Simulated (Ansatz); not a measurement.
A nudged elastic band was laid between two geometries of a periodic cell of 33 atoms, Al (host Al, host structure fcc, interstitial Al).

The calculation used Ansatz, DFT PBEsol, scalar-relativistic, plane waves, PAW. Settings: PAW set soft_1, cutoff 420 eV, k mesh 3x3x3, gaussian smearing 0.05 eV, no spin polarisation.

```
movable images  : 5
climbing image  : yes
spring          : 5.0 eV/Å²
optimiser       : lbfgs
start path      : straight line
force threshold : 0.03 eV/Å
iteration limit : 40
end points      : relaxed
```

Image 0:

```xyz
33
Lattice="8.1000 0.0000 0.0000 0.0000 8.1000 0.0000 0.0000 0.0000 8.1000" Properties=species:S:1:pos:R:3
Al 4.053 0.015 -0.122
Al 6.060 2.046 0.020
Al 6.181 0.015 2.027
Al -0.016 -0.013 -0.043
Al 2.021 2.020 -0.006
Al 4.024 4.029 -0.424
Al 6.038 6.037 0.043
Al 1.898 0.015 2.027
Al 4.024 1.624 2.013
Al 6.608 4.028 2.012
Al 4.053 0.015 4.162
Al 6.047 2.060 4.020
Al 6.107 -0.013 6.067
Al 0.018 4.053 -0.122
Al 2.042 6.065 0.015
Al 0.018 1.900 2.027
Al 1.636 4.029 2.013
Al 4.023 6.594 2.012
Al -0.016 -0.013 4.086
Al 2.033 2.032 4.047
Al 4.023 4.028 4.544
Al 6.024 6.023 3.997
Al 1.978 -0.013 6.067
Al 4.053 1.901 6.084
Al 6.181 4.053 6.084
Al 0.018 6.184 2.027
Al 0.018 4.053 4.163
Al 2.056 6.052 4.026
Al -0.016 1.979 6.068
Al 1.899 4.053 6.084
Al 4.053 6.183 6.084
Al -0.016 6.109 6.067
Al 4.149 4.131 2.073
```

Image 6:

```xyz
33
Lattice="8.1000 0.0000 0.0000 0.0000 8.1000 0.0000 0.0000 0.0000 8.1000" Properties=species:S:1:pos:R:3
Al 3.984 0.066 0.055
Al 6.081 2.024 -0.081
Al 6.081 -0.110 2.017
Al 0.059 0.056 0.046
Al 2.016 2.031 -0.660
Al 3.991 3.988 0.048
Al 6.070 6.078 -0.016
Al 2.015 -0.461 2.095
Al 4.517 2.032 2.095
Al 6.081 4.165 2.017
Al 4.056 -0.006 4.047
Al 6.081 2.024 4.183
Al 6.070 -0.038 6.117
Al 0.052 3.998 0.039
Al 2.026 6.070 -0.081
Al -0.418 2.032 2.095
Al 2.015 4.474 2.095
Al 4.158 6.070 2.017
Al -0.012 -0.014 4.056
Al 2.017 2.031 4.330
Al 4.062 4.060 4.054
Al 6.070 6.079 4.104
Al 2.026 -0.128 6.029
Al 4.177 2.024 6.029
Al 6.070 4.091 6.117
Al -0.116 6.070 2.017
Al -0.018 4.068 4.063
Al 2.026 6.070 4.182
Al -0.134 2.024 6.029
Al 2.026 4.183 6.029
Al 4.087 6.079 6.117
Al -0.041 6.079 6.117
Al 2.059 1.999 1.763
```

(1) Which bonds break or form, and what moves?

(2) Give the energies along the band, and the barrier.

## Answers

(1) The atom that moves furthest is Al33, by 3.00 Å; four of its nearest neighbours are Al10 2.46, Al18 2.47, Al21 2.48, Al6 2.50 Å at the first end and Al5 2.42, Al9 2.48, Al8 2.48, Al17 2.50 Å at the last.

(2) The run ended unconverged. The highest image is number 3 of 0 to 6, 1.01 eV above the ends, which have the same energy within 2 meV. The band didn't meet its force threshold, so its energies are provisional: the largest band force was still 0.11 eV/Å, and over the last iterations the top stayed at 1.01 eV. Limits of this set-up: coarse k mesh, PAW files made for another functional, a small cell, in which the defect meets its images, a typed lattice constant that wasn't relaxed here.

```tsv
image	path coordinate (Å)	energy (eV)	Al6–Al33 (Å)	Al8–Al9 (Å)	Al8–Al16 (Å)
0	0.00	0.00	2.50	2.67	2.66
1	0.83	0.01	2.48	2.62	2.79
2	1.66	0.50	2.43	2.69	2.84
3	2.50	1.01	2.50	2.91	2.85
4	3.27	0.57	2.73	3.20	2.92
5	4.04	0.04	2.96	3.49	3.11
6	4.80	0.00	3.26	3.53	3.48
```

The run took 58 min on 4 threads of Arm Neoverse V1, with other jobs on the host, peak memory 3.4 GiB.
